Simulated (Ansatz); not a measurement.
## Strain and the gap of CdS (zincblende)

Zincblende CdS, relaxed with r2SCAN in the plane-wave code Ansatz. The symmetry is F-43m (No. 216, cubic); a = 5.878 Å in the conventional setting, 25.39 Å³ an atom. Around Cd lie 4 S at 2.55 Å; around S lie 4 Cd at 2.55 Å.

The axes x, y and z are those of this cell:
```
CELL_PARAMETERS angstrom
0.00000 2.93921 2.93921
2.93921 0.00000 2.93921
2.93921 2.93921 0.00000
ATOMIC_POSITIONS crystal
Cd 0.00000 0.00000 0.00000
S 0.25000 0.25000 0.25000
```

Unstrained: With PBE the gap is 1.095 eV and direct, at Γ. With r2SCAN the gap is 1.543 eV and direct, at Γ. HSE06 gives a direct gap of 2.106 eV at Γ. Meshes: PBE 8×8×8, r2SCAN 8×8×8, HSE06 6×6×6. Strains are changes of length per length, and xy shears are angles. After each strain the atoms were relaxed again with r2SCAN within the symmetry that the strain leaves, so tilts or polar shifts that break it weren't tested; points keep the names that they have in the unstrained zone. No spin polarisation and no zero-point or thermal motion.

Changes of the least gap in eV (an overlap counts as a negative gap):
```tsv
strain	volume change (%)	space group	PBE	r2SCAN	HSE06	energy rise, r2SCAN (meV/atom)
uniaxial +1.22 % along z	+1.2	I-4m2	-0.039	-0.041	-0.043	0.9
epitaxial -2.28 % in the plane normal to [111], free normal strain +2.08 %	-2.5	R3m	-0.030	-0.031	-0.027	8.1
xy shear, engineering strain (angle) -4.88 %	-0.1	Imm2	-0.112	-0.118	-0.118	4.9
```

Uniaxial +1.22 % along z, other directions held. HSE06: the gap goes from 2.106 to 2.063 eV (-0.043 eV); with r2SCAN the top three valence levels at Γ, degenerate before, become 2+1 from the top over 37 meV. Stress change with r2SCAN, compression positive: xx -0.64, yy -0.64, zz -0.88 GPa.

Epitaxial -2.28 % in the plane normal to [111], free normal strain +2.08 %. HSE06: the gap goes from 2.106 to 2.079 eV (-0.027 eV); with r2SCAN the top three valence levels at Γ, degenerate before, become 2+1 from the top over 195 meV. Stress change with r2SCAN, compression positive: xx +1.54, yy +1.54, zz +1.54, xy -0.77, xz -0.77, yz -0.77 GPa.

Xy shear, engineering strain (angle) -4.88 %. HSE06: the gap goes from 2.106 to 1.988 eV (-0.118 eV); with r2SCAN the top three valence levels at Γ, degenerate before, become 1+1+1 from the top over 189 meV. Stress change with r2SCAN, compression positive: xx -0.03, yy -0.03, zz -0.06, xy +1.27 GPa.

The runs are scalar-relativistic, without spin-orbit coupling.

The meshes of the hybrids are coarse, so their gaps aren't converged to the digits shown.

The splittings at Γ are without spin-orbit coupling, which regroups them where it is of like size or larger.
